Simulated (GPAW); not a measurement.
CsPbCl3:

```
CELL_PARAMETERS angstrom
5.60500 0.00000 0.00000
0.00000 5.60500 0.00000
0.00000 0.00000 5.60500
ATOMIC_POSITIONS crystal
Pb 0.50000 0.50000 0.50000
Cs 0.00000 0.00000 0.00000
Cl 0.50000 0.00000 0.50000
Cl 0.00000 0.50000 0.50000
Cl 0.50000 0.50000 0.00000
```

```yaml
Program: GPAW 26.7.0
Task: relaxation of cell and atoms
Functional: RPBE
Dispersion: D4
Potentials_or_basis: the program's PAW data sets (release 1.2.1) made for this functional
Cutoff: 600 eV
Basis: pw
k_mesh: 5 × 5 × 5
Occupations: fermi-dirac, width 0.05 eV
Spin: no spin polarisation
```

At the start: pressure 1.6 GPa; volume 35.22 Å³/atom.

Question: How do energy, volume and symmetry change on relaxing?

Answer: Over 4 steps the energy falls by 12.2 meV/atom and the volume is 37.57 Å³/atom (+6.7 %); space group Pm-3m (No. 221, to 0.05 Å).

Step by step:
```tsv
step	energy change (eV)	largest force (eV/Å)	pressure (GPa)	volume (Å³)
1	0.0000	0.0000	1.65	176.09
2	-0.0057	0.0000	1.56	176.63
3	-0.0607	0.0000	0.10	187.10
4	-0.0612	0.0000	0.01	187.84
```

Final structure:
```xyz
5
Lattice="5.7271 0.0000 0.0000 0.0000 5.7271 0.0000 0.0000 0.0000 5.7271" Properties=species:S:1:pos:R:3 pbc="T T T"
Pb    2.8635    2.8635    2.8635
Cs    0.0000    0.0000    0.0000
Cl    2.8635    0.0000    2.8635
Cl    0.0000    2.8635    2.8635
Cl    2.8635    2.8635    0.0000
```

Caveat: later steps reuse the first step's grids.
